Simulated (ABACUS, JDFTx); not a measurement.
This is a calculation of TiC for JDFTx 1.7.0 (patched build). The cell is a database's computed one, not the measured one.

The input TiC.in:

```
lattice \
    0.0000000000     4.0926154775     4.0926154775 \
    4.0926154775     0.0000000000     4.0926154775 \
    4.0926154775     4.0926154775     0.0000000000
coords-type Cartesian
ion Ti     0.0000000000     0.0000000000     0.0000000000 1
ion C      4.0926154775     4.0926154775     4.0926154775 1

ion-species pseudo/Ti.upf
ion-species pseudo/C.upf
elec-cutoff 50 400
elec-ex-corr lda-PW
kpoint-folding 9 9 9
elec-smearing Fermi 0.0018374661
elec-n-bands 14
electronic-SCF nIterations 100 energyDiffThreshold 1e-09
electronic-minimize nIterations 30 energyDiffThreshold 1e-7
converge-empty-states yes
forces-output-coords Cartesian

dump-name run.$VAR
dump End Ecomponents EigStats BandEigs Kpoints Forces Stress ElecDensity
```

Potentials or basis: SG15-PBE-1.2 with smoothed tails.

Launch:

```bash
$ jdftx -c 1 -i TiC.in -o TiC.out
```

Task: Translate it to ABACUS 3.10.1. Potentials or basis there: PseudoDojo NC SR 0.4.1 LDA standard, plane waves, cutoff 1143 eV.

Result: As run (cutoffs and basis follow the program's own potentials, and thresholds, step limits or extra output files can differ):

INPUT

```
INPUT_PARAMETERS
suffix              TiC
calculation         scf
basis_type          pw
pseudo_dir          ./
symmetry            1
dft_functional      pz
ecutwfc             84
pseudo_rcut         10
nspin               1
nbands              18
ks_solver           dav
smearing_method     fd
smearing_sigma      0.00367493
scf_thr             1e-08
scf_nmax            100
mixing_type         broyden
mixing_beta         0.7
cal_force           1
cal_stress          1
out_chg             1
kpar                4
```

STRU

```
ATOMIC_SPECIES
Ti 47.8670 Ti.upf
C 12.0110 C.upf

LATTICE_CONSTANT
1.8897261246

LATTICE_VECTORS
0.0000000000 2.1657188437 2.1657188437
2.1657188437 0.0000000000 2.1657188437
2.1657188437 2.1657188437 0.0000000000

ATOMIC_POSITIONS
Direct

Ti
0.0
1
0.0000000000 0.0000000000 0.0000000000 1 1 1

C
0.0
1
0.5000000000 0.5000000000 0.5000000000 1 1 1
```

KPT

```
K_POINTS
0
Gamma
9 9 9 0 0 0
```

Potentials or basis: PseudoDojo NC SR 0.4.1 LDA standard, plane waves.

Launch:

```bash
$ OMP_NUM_THREADS=1 mpirun -np 4 abacus > log
```

Both were run:

|  | JDFTx | ABACUS |
| --- | --- | --- |
| Pressure | -10.3 GPa | -12.0 GPa |

JDFTx's potentials were made for PBE.

The two programs' LDA may be different fits to the electron gas.

The cell lies far from this level's equilibrium.

Pressure is positive in compression.
